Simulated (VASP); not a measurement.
# Y (P6_3/mmc) in VASP: further runs

Aim: see how the results for Y move with the level of theory and the settings. Levels: PBE, PBEsol, RPBE, revPBE. Tasks: band structure.

All numbers are computed with VASP 6.6.1; they aren't measurements. Logs are shortened: lines on timing, memory, paths and dates and some standing lists are left out, and cuts for length are marked.

## 1. The structure

It takes space group P6_3/mmc (No. 194, hexagonal). Conventional cell: a = 3.647 Å, b = 3.647 Å, c = 5.731 Å, α = 90.00°, β = 90.00°, γ = 120.00°. Y (site symmetry -6m2) has 12 Y at 3.56 to 3.65 Å as nearest neighbours.

## 2. Band structure, PBE

Contents of INCAR:

```
SYSTEM = Y
PREC = Accurate
ENCUT = 520
EDIFF = 1E-6
ISMEAR = -1
SIGMA = 0.05
LREAL = .FALSE.
LASPH = .TRUE.
NELM = 80
ALGO = Normal
ISIF = 2
LWAVE = .FALSE.
LCHARG = .FALSE.
LMAXMIX = 4
GGA = PE
NBANDS = 18
```

Contents of KPOINTS:

```
Automatic mesh
0
G
  8 8 5
  0 0 0
```

Contents of POSCAR:

```
Y
1.0
    3.6474000000      0.0000000000      0.0000000000
   -1.8237000000      3.1587410578      0.0000000000
    0.0000000000      0.0000000000      5.7306000000
Y
2
Direct
    0.6666666667      0.3333333333      0.7500000000
    0.3333333333      0.6666666667      0.2500000000
```

Contents of KPOINTS_OPT:

```
path GMKGALHA,LM,KH
15
line-mode
reciprocal
 0.0000000000  0.0000000000  0.0000000000  G
 0.5000000000  0.0000000000  0.0000000000  M

 0.5000000000  0.0000000000  0.0000000000  M
 0.3333333333  0.3333333333  0.0000000000  K

 0.3333333333  0.3333333333  0.0000000000  K
 0.0000000000  0.0000000000  0.0000000000  G

 0.0000000000  0.0000000000  0.0000000000  G
 0.0000000000  0.0000000000  0.5000000000  A

 0.0000000000  0.0000000000  0.5000000000  A
 0.5000000000  0.0000000000  0.5000000000  L

 0.5000000000  0.0000000000  0.5000000000  L
 0.3333333333  0.3333333333  0.5000000000  H

 0.3333333333  0.3333333333  0.5000000000  H
 0.0000000000  0.0000000000  0.5000000000  A

 0.5000000000  0.0000000000  0.5000000000  L
 0.5000000000  0.0000000000  0.0000000000  M

 0.3333333333  0.3333333333  0.0000000000  K
 0.3333333333  0.3333333333  0.5000000000  H
```

Potentials or basis: VASP PAW PBE potentials, release 64 (Y_sv).

The run is started by

```console
cat potpaw_PBE.64/Y_sv/POTCAR > POTCAR
mpirun -np 1 vasp_std > vasp.out
```

OUTCAR:

```text
SYSTEM = Y
   PREC = Accurate
   ENCUT = 520
   EDIFF = 1E-6
   ISMEAR = -1
   LREAL = .FALSE.
   LASPH = .TRUE.
   NELM = 80
   ISIF = 2
   GGA = PE

 ion  position               nearest neighbor table
   1  0.667  0.333  0.750-   2 3.56   2 3.56   2 3.56   2 3.56   2 3.56   2 3.56
   2  0.333  0.667  0.250-   1 3.56   1 3.56   1 3.56   1 3.56   1 3.56   1 3.56

  LATTYP: Found a hexagonal cell.
 ALAT       =     3.6474000000
 C/A-ratio  =     1.5711465702

  Lattice vectors:

 A1 = (   3.6474000000,   0.0000000000,   0.0000000000)
 A2 = (  -1.8237000000,   3.1587410578,   0.0000000000)
 A3 = (   0.0000000000,   0.0000000000,   5.7306000000)

Analysis of symmetry for initial positions (statically):
=====================================================================
 Subroutine PRICEL returns:
 Original cell was already a primitive cell.

 Routine SETGRP: Setting up the symmetry group for a
 hexagonal supercell.

 Subroutine GETGRP returns: Found 24 space group operations
 (whereof 12 operations were pure point group operations)
 out of a pool of 24 trial point group operations.

The static configuration has the point symmetry D_3d.
 The point group associated with its full space group is D_6h.

Analysis of symmetry for dynamics (positions and initial velocities):
=====================================================================
 Subroutine PRICEL returns:
 Original cell was already a primitive cell.

 Routine SETGRP: Setting up the symmetry group for a
 hexagonal supercell.

 Subroutine GETGRP returns: Found 24 space group operations
 (whereof 12 operations were pure point group operations)
 out of a pool of 24 trial point group operations.

The dynamic configuration has the point symmetry D_3d.
 The point group associated with its full space group is D_6h.

 Subroutine INISYM returns: Found 24 space group operations
 (whereof 12 operations are pure point group operations),
 and found     1 'primitive' translations

----------------------------------------------------------------------------------------

                                     Primitive cell

  volume of cell :      66.0233

  direct lattice vectors                    reciprocal lattice vectors
     3.647400000  0.000000000  0.000000000     0.274167900  0.158290911  0.000000000
    -1.823700000  3.158741058  0.000000000     0.000000000  0.316581822  0.000000000
     0.000000000  0.000000000  5.730600000     0.000000000  0.000000000  0.174501797

  length of vectors
     3.647400000  3.647400000  5.730600000     0.316581822  0.316581822  0.174501797

[... 81 lines left out ...]
   LREAL  =      F    real-space projection
   EDIFFG = 0.1E-04   stopping-criterion for IOM
   NSW    =      0    number of steps for IOM
   IBRION =     -1    ionic relax: 0-MD 1-quasi-New 2-CG
   NFREE  =      0    steps in history (QN), initial steepest desc. (CG)
   ISIF   =      2    stress and relaxation
   ISYM   =      2    0-nonsym 1-usesym 2-fastsym
   POTIM  = 0.5000    time-step for ionic-motion
   TEBEG  =    0.0;   TEEND  =   0.0 temperature during run
   PSTRESS=    0.0 pullay stress
   NELECT =      22.0000    total number of electrons
   NUPDOWN=      -1.0000    fix difference up-down
   EMIN   =  10.00;   EMAX   =-10.00  energy-range for DOS
   EFERMI =   0.00;   METHOD = LEGACY
   ISMEAR =    -1;   SIGMA  =   0.05  broadening in eV -4-tet -1-fermi 0-gaus
   EFERMI_NEDOS =   21; number of points for ismear=-14 and -15
   IALGO  =     38    algorithm
   IMIX   =      4    mixing-type and parameters
     AMIX     =   0.40;   BMIX     =  1.00
     AMIX_MAG =   1.60;   BMIX_MAG =  1.00
  volume/ion in A,a.u.               =      33.01       222.77
  Fermi-wavevector in a.u.,A,eV,Ry     =   1.134967  2.144777 17.526345  1.288150
  Thomas-Fermi vector in A             =   2.271671
   LORBIT       =      0    0 simple, 1 ext, 2 COOP (PROOUT), +10 PAW based schemes
   GGA     = PE    functional components
   LHFCALC =     F    Hartree Fock is set to
   AEXX    =    0.0000 exact exchange contribution
   IVDW    =     0    specifies the selected vdW correction
   LEPSILON=     F    determine dielectric tensor
   LRPA    =     F    only Hartree local field effects (RPA)
 non-spin polarized calculation
  energy-cutoff  :      520.00
  volume of cell :       66.02
 maximum number of plane-waves:      1791
 NGX is ok and might be reduce to    28
   NGX = 13   NGY = 13   NGZ = 21

 number of electron      22.0000001 magnetization

 Free energy of the ion-electron system (eV)
  ---------------------------------------------------
  ext. energy  EPLUGINS =         0.00000000
  ---------------------------------------------------
  free energy    TOTEN  =       -12.87285645 eV

  energy without entropy =      -12.83252638  energy(sigma->0) =      -12.85269141

 E-fermi :   2.9661     XC(G=0):  -9.4074

 val. band max:        2.9655366604   @ k =   0.2500   0.1250   0.0000
 cond. band min:       3.0071266511   @ k =   0.3750  -0.0000   0.0000
 fundamental gap:      0.0415899907
 Fermi energy:         2.9661487600

 k-point     1 :       0.0000    0.0000    0.0000
  band No.  band energies     occupation
      1     -39.7243      2.00000
      2     -39.6531      2.00000
      3     -19.9908      2.00000
      4     -19.5258      2.00000
      5     -19.5258      2.00000
      6     -19.4387      2.00000
[... 481 lines left out ...]
      5     -19.5965      2.00000
      6     -19.5772      2.00000
[... 10 lines left out ...]
     17       7.4342      0.00000
     18       7.5652      0.00000

 [... further k-points ...]

------------------------ aborting loop because EDIFF is reached ----------------------------------------

  FORCE on cell =-STRESS in cart. coord.  units (eV):
  Direction    XX          YY          ZZ          XY          YZ          ZX
  --------------------------------------------------------------------------------------
  -------------------------------------------------------------------------------------
  Total       -0.0399665     -0.0399665     -0.2107684      0.0000000     -0.0000000      0.0000000
  in kB       -0.9698597     -0.9698597     -5.1146808      0.0000000     -0.0000000      0.0000000
  external PRESSURE =      -2.3514667 kB  Pullay stress =       0.0000000 kB

 VOLUME and BASIS-vectors are now :
 -----------------------------------------------------------------------------
  energy-cutoff  :      520.00
  volume of cell :       66.02
      direct lattice vectors                 reciprocal lattice vectors
     3.647400000  0.000000000  0.000000000     0.274167900  0.158290911  0.000000000
    -1.823700000  3.158741058  0.000000000     0.000000000  0.316581822  0.000000000
     0.000000000  0.000000000  5.730600000     0.000000000  0.000000000  0.174501797

 POSITION                                       TOTAL-FORCE (eV/Angst)
 -----------------------------------------------------------------------------------
      1.82370      1.05291      4.29795        -0.000000      0.000000      0.000000
     -0.00000      2.10583      1.43265         0.000000     -0.000000      0.000000
 -----------------------------------------------------------------------------------
    total drift:                               -0.000000      0.000000     -0.000000

  FREE ENERGIE OF THE ION-ELECTRON SYSTEM (eV)
  ---------------------------------------------------
  free  energy   TOTEN  =       -12.8728564456 eV

  energy  without entropy=      -12.8325263805  energy(sigma->0) =      -12.85269141
```

stdout:

```text
POSCAR found type information on POSCAR Y
 POSCAR found :  1 types and       2 ions
 scaLAPACK will be used
 LDA part: xc-table for (Slater+PW92), standard interpolation
 POSCAR, INCAR and KPOINTS ok, starting setup
 FFT: planning ... GRIDC
 FFT: planning ... GRID_SOFT
 FFT: planning ... GRID
 WAVECAR not read
 entering main loop
 Start KPOINTS_OPT (optional k-point list driver)
k-point batch [1-30\135]
k-point batch [31-60\135]
k-point batch [61-90\135]
k-point batch [91-120\135]
k-point batch [121-135\135]
```

Run time: 68 s. Hardware: 1 thread of AMD EPYC 9R45 (Zen 5), shared host; peak memory 0.18 GiB.

Results:

| Property | Result |
| --- | --- |
| Free energy | -12.8729 eV |
| Pressure | -0.2 GPa |
| Band gap along the path | none (metal or under the smearing width) |

Stress tensor (GPa, compression positive):
```
-0.10  0.00  0.00
 0.00 -0.10  0.00
 0.00  0.00 -0.51
```

Levels at the corners of the path, in eV from the Fermi level:
```tsv
point	band 6	band 7	band 8	band 9	band 10	band 11	band 12	band 13	band 14	band 15
Γ	-22.40	-22.40	-22.37	-4.67	-1.84	0.87	1.76	1.76	2.05	2.36
M	-22.61	-22.52	-22.46	-1.66	-1.16	-0.80	-0.10	1.39	1.49	2.06
M	-22.61	-22.52	-22.46	-1.66	-1.16	-0.80	-0.10	1.39	1.49	2.06
K	-22.61	-22.61	-22.60	-0.68	-0.65	-0.65	-0.44	1.08	1.08	2.32
K	-22.61	-22.61	-22.60	-0.68	-0.65	-0.65	-0.44	1.08	1.08	2.32
Γ	-22.40	-22.40	-22.37	-4.67	-1.84	0.87	1.76	1.76	2.05	2.36
Γ	-22.40	-22.40	-22.37	-4.67	-1.84	0.87	1.76	1.76	2.05	2.36
A	-22.45	-22.45	-22.45	-3.24	-3.24	0.95	0.95	1.68	1.68	1.68
A	-22.45	-22.45	-22.45	-3.24	-3.24	0.95	0.95	1.68	1.68	1.68
L	-22.53	-22.52	-22.52	-1.63	-1.63	0.08	0.08	1.38	1.38	2.77
L	-22.53	-22.52	-22.52	-1.63	-1.63	0.08	0.08	1.38	1.38	2.77
H	-22.70	-22.47	-22.47	-0.37	-0.37	-0.36	-0.36	0.41	0.41	2.74
H	-22.70	-22.47	-22.47	-0.37	-0.37	-0.36	-0.36	0.41	0.41	2.74
A	-22.45	-22.45	-22.45	-3.24	-3.24	0.95	0.95	1.68	1.68	1.68
L	-22.53	-22.52	-22.52	-1.63	-1.63	0.08	0.08	1.38	1.38	2.77
M	-22.61	-22.52	-22.46	-1.66	-1.16	-0.80	-0.10	1.39	1.49	2.06
K	-22.61	-22.61	-22.60	-0.68	-0.65	-0.65	-0.44	1.08	1.08	2.32
H	-22.70	-22.47	-22.47	-0.37	-0.37	-0.36	-0.36	0.41	0.41	2.74
```

## 3. Band structure, PBEsol

Edit INCAR of step 2 so:

```diff
@@ -14,3 +14,3 @@
 LMAXMIX = 4
-GGA = PE
+GGA = PS
 NBANDS = 18
```

KPOINTS is that of step 2.

POSCAR is that of step 2.

KPOINTS_OPT is that of step 2.

Potentials or basis: VASP PAW PBE potentials, release 64 (Y_sv).

The run is started by

```console
cat potpaw_PBE.64/Y_sv/POTCAR > POTCAR
mpirun -np 1 vasp_std > vasp.out
```

OUTCAR:

```text
SYSTEM = Y
   PREC = Accurate
   ENCUT = 520
   EDIFF = 1E-6
   ISMEAR = -1
   LREAL = .FALSE.
   LASPH = .TRUE.
   NELM = 80
   ISIF = 2
   GGA = PS

 ion  position               nearest neighbor table
   1  0.667  0.333  0.750-   2 3.56   2 3.56   2 3.56   2 3.56   2 3.56   2 3.56
   2  0.333  0.667  0.250-   1 3.56   1 3.56   1 3.56   1 3.56   1 3.56   1 3.56

  LATTYP: Found a hexagonal cell.
 ALAT       =     3.6474000000
 C/A-ratio  =     1.5711465702

  Lattice vectors:

 A1 = (   3.6474000000,   0.0000000000,   0.0000000000)
 A2 = (  -1.8237000000,   3.1587410578,   0.0000000000)
 A3 = (   0.0000000000,   0.0000000000,   5.7306000000)

Analysis of symmetry for initial positions (statically):
=====================================================================
 Subroutine PRICEL returns:
 Original cell was already a primitive cell.

 Routine SETGRP: Setting up the symmetry group for a
 hexagonal supercell.

 Subroutine GETGRP returns: Found 24 space group operations
 (whereof 12 operations were pure point group operations)
 out of a pool of 24 trial point group operations.

The static configuration has the point symmetry D_3d.
 The point group associated with its full space group is D_6h.

Analysis of symmetry for dynamics (positions and initial velocities):
=====================================================================
 Subroutine PRICEL returns:
 Original cell was already a primitive cell.

 Routine SETGRP: Setting up the symmetry group for a
 hexagonal supercell.

 Subroutine GETGRP returns: Found 24 space group operations
 (whereof 12 operations were pure point group operations)
 out of a pool of 24 trial point group operations.

The dynamic configuration has the point symmetry D_3d.
 The point group associated with its full space group is D_6h.

 Subroutine INISYM returns: Found 24 space group operations
 (whereof 12 operations are pure point group operations),
 and found     1 'primitive' translations

----------------------------------------------------------------------------------------
[... 113 lines left out ...]
     AMIX_MAG =   1.60;   BMIX_MAG =  1.00
  volume/ion in A,a.u.               =      33.01       222.77
  Fermi-wavevector in a.u.,A,eV,Ry     =   1.134967  2.144777 17.526345  1.288150
  Thomas-Fermi vector in A             =   2.271671
   LORBIT       =      0    0 simple, 1 ext, 2 COOP (PROOUT), +10 PAW based schemes
   GGA     = PS    functional components
   LHFCALC =     F    Hartree Fock is set to
   AEXX    =    0.0000 exact exchange contribution
   IVDW    =     0    specifies the selected vdW correction
   LEPSILON=     F    determine dielectric tensor
   LRPA    =     F    only Hartree local field effects (RPA)
 non-spin polarized calculation
  energy-cutoff  :      520.00
  volume of cell :       66.02
 maximum number of plane-waves:      1791
 NGX is ok and might be reduce to    28
   NGX = 13   NGY = 13   NGZ = 21

 number of electron      22.0000001 magnetization

 Free energy of the ion-electron system (eV)
  ---------------------------------------------------
  ext. energy  EPLUGINS =         0.00000000
  ---------------------------------------------------
  free energy    TOTEN  =       -13.62061287 eV

  energy without entropy =      -13.58026393  energy(sigma->0) =      -13.60043840

 E-fermi :   2.8502     XC(G=0):  -9.5137

 val. band max:        2.8491735024   @ k =   0.2500   0.1250   0.0000
 cond. band min:       2.8969720668   @ k =   0.3750  -0.0000   0.0000
 fundamental gap:      0.0477985644
 Fermi energy:         2.8501870500

 k-point     1 :       0.0000    0.0000    0.0000
  band No.  band energies     occupation
      1     -39.7483      2.00000
      2     -39.6762      2.00000
      3     -20.0394      2.00000
      4     -19.5691      2.00000
      5     -19.5691      2.00000
      6     -19.4809      2.00000
[... 481 lines left out ...]
      5     -19.6403      2.00000
      6     -19.6212      2.00000
[... 10 lines left out ...]
     17       7.3195      0.00000
     18       7.4533      0.00000

 [... further k-points ...]

------------------------ aborting loop because EDIFF is reached ----------------------------------------

  FORCE on cell =-STRESS in cart. coord.  units (eV):
  Direction    XX          YY          ZZ          XY          YZ          ZX
  --------------------------------------------------------------------------------------
  -------------------------------------------------------------------------------------
  Total       -0.8165739     -0.8165739     -1.0065250      0.0000000      0.0000000      0.0000000
  in kB      -19.8156605    -19.8156605    -24.4251713      0.0000000      0.0000000      0.0000000
  external PRESSURE =     -21.3521641 kB  Pullay stress =       0.0000000 kB

 VOLUME and BASIS-vectors are now :
 -----------------------------------------------------------------------------
  energy-cutoff  :      520.00
  volume of cell :       66.02
      direct lattice vectors                 reciprocal lattice vectors
     3.647400000  0.000000000  0.000000000     0.274167900  0.158290911  0.000000000
    -1.823700000  3.158741058  0.000000000     0.000000000  0.316581822  0.000000000
     0.000000000  0.000000000  5.730600000     0.000000000  0.000000000  0.174501797

 POSITION                                       TOTAL-FORCE (eV/Angst)
 -----------------------------------------------------------------------------------
      1.82370      1.05291      4.29795        -0.000000      0.000000      0.000000
     -0.00000      2.10583      1.43265         0.000000      0.000000      0.000000
 -----------------------------------------------------------------------------------
    total drift:                               -0.000000      0.000000     -0.000000

  FREE ENERGIE OF THE ION-ELECTRON SYSTEM (eV)
  ---------------------------------------------------
  free  energy   TOTEN  =       -13.6206128694 eV

  energy  without entropy=      -13.5802639289  energy(sigma->0) =      -13.60043840
```

stdout:

```text
POSCAR found type information on POSCAR Y
 POSCAR found :  1 types and       2 ions
 scaLAPACK will be used
 -----------------------------------------------------------------------------
|                                                                             |
|                                                                             |
|     You enforced a specific xc type in the INCAR file but a different       |
|     I HOPE YOU KNOW WHAT YOU ARE DOING!                                     |
|                                                                             |
 -----------------------------------------------------------------------------

 LDA part: xc-table for (Slater+PW92), standard interpolation
 POSCAR, INCAR and KPOINTS ok, starting setup
 FFT: planning ... GRIDC
 FFT: planning ... GRID_SOFT
 FFT: planning ... GRID
 WAVECAR not read
 entering main loop
 Start KPOINTS_OPT (optional k-point list driver)
k-point batch [1-30\135]
k-point batch [31-60\135]
k-point batch [61-90\135]
k-point batch [91-120\135]
k-point batch [121-135\135]
```

Run time: 75 s. Hardware: 1 thread of AMD EPYC 9R45 (Zen 5), shared host; peak memory 0.18 GiB.

Results:

```yaml
Free_energy: -13.6206 eV
Pressure: -2.1 GPa
Band_gap_along_the_path: none (metal or under the smearing width)
```

Levels at the corners of the path, in eV from the Fermi level:
```csv
point,band 6,band 7,band 8,band 9,band 10,band 11,band 12,band 13,band 14,band 15
Γ,-22.33,-22.33,-22.30,-4.68,-1.86,0.89,1.75,1.75,2.03,2.34
M,-22.54,-22.45,-22.39,-1.67,-1.17,-0.80,-0.09,1.39,1.47,2.05
M,-22.54,-22.45,-22.39,-1.67,-1.17,-0.80,-0.09,1.39,1.47,2.05
K,-22.54,-22.54,-22.53,-0.68,-0.65,-0.65,-0.43,1.07,1.07,2.31
K,-22.54,-22.54,-22.53,-0.68,-0.65,-0.65,-0.43,1.07,1.07,2.31
Γ,-22.33,-22.33,-22.30,-4.68,-1.86,0.89,1.75,1.75,2.03,2.34
Γ,-22.33,-22.33,-22.30,-4.68,-1.86,0.89,1.75,1.75,2.03,2.34
A,-22.38,-22.38,-22.38,-3.25,-3.25,0.95,0.95,1.67,1.67,1.67
A,-22.38,-22.38,-22.38,-3.25,-3.25,0.95,0.95,1.67,1.67,1.67
L,-22.46,-22.45,-22.45,-1.64,-1.64,0.08,0.08,1.38,1.38,2.77
L,-22.46,-22.45,-22.45,-1.64,-1.64,0.08,0.08,1.38,1.38,2.77
H,-22.63,-22.40,-22.40,-0.38,-0.38,-0.36,-0.36,0.42,0.42,2.73
H,-22.63,-22.40,-22.40,-0.38,-0.38,-0.36,-0.36,0.42,0.42,2.73
A,-22.38,-22.38,-22.38,-3.25,-3.25,0.95,0.95,1.67,1.67,1.67
L,-22.46,-22.45,-22.45,-1.64,-1.64,0.08,0.08,1.38,1.38,2.77
M,-22.54,-22.45,-22.39,-1.67,-1.17,-0.80,-0.09,1.39,1.47,2.05
K,-22.54,-22.54,-22.53,-0.68,-0.65,-0.65,-0.43,1.07,1.07,2.31
H,-22.63,-22.40,-22.40,-0.38,-0.38,-0.36,-0.36,0.42,0.42,2.73
```

Caveat: the PAW data sets were made with another functional, which shifts forces and pressure a little.

(Part 1 of 2 ends here.)
